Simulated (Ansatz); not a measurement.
**Ti in Ansatz: convergence with ecutfock ratio**

Input of the first run (ecutfock ratio 1); the others differ in this setting and in those tied to it:

File input.yaml:

```yaml
crystal:
  lattice:
    - [0.0, 2.03, 2.03]
    - [2.03, 0.0, 2.03]
    - [2.03, 2.03, 0.0]
  atoms:
    - { symbol: Ti, position: [0.0, 0.0, 0.0] }
hamiltonian:
  xc: pbe0
  pseudopotentials: { kind: paw }
kpoints:
  mp_grid: { grid: [6, 6, 6] }
scf:
  occupations: { method: fermi_dirac, width: 0.1 }
  exx: { ecutfock_ratio: 1 }
output:
  forces: true
  stress: true
  eigenvalues: true
```

Potentials or basis: Ansatz PAW.

Run with:

```sh
$ ansatz run input.yaml --threads 2 --pin off --max-ram 5632MiB --backend cpu --events-out ev --progress --plain --runs-dir out
```

This isn't the form of Ti at room conditions, which is hcp.

Hardware: 2 threads of Arm Neoverse V1, with other jobs on the host.

Q: The values tried are 1, 2, 3, 4, loosest first. From which on does the energy stay within 1 meV/atom of the tightest run that finished?

A: From 2 on.

```csv
ecutfock ratio,"energy less the tightest run, at zero smearing (meV/atom)",SCF cycles,CPU time (s),peak memory (GiB)
1,9.18,38,21,0.49
2,-0.04,38,27,0.53
3,0.00,38,30,0.53
4,0.00,38,30,0.53
```

The tightest run that finished is the yardstick and may itself not be fully converged.

Caveat, for the tightest run too: the k mesh is coarse (spacing up to 0.45 Å⁻¹), so the values aren't converged, least of all with exact exchange.
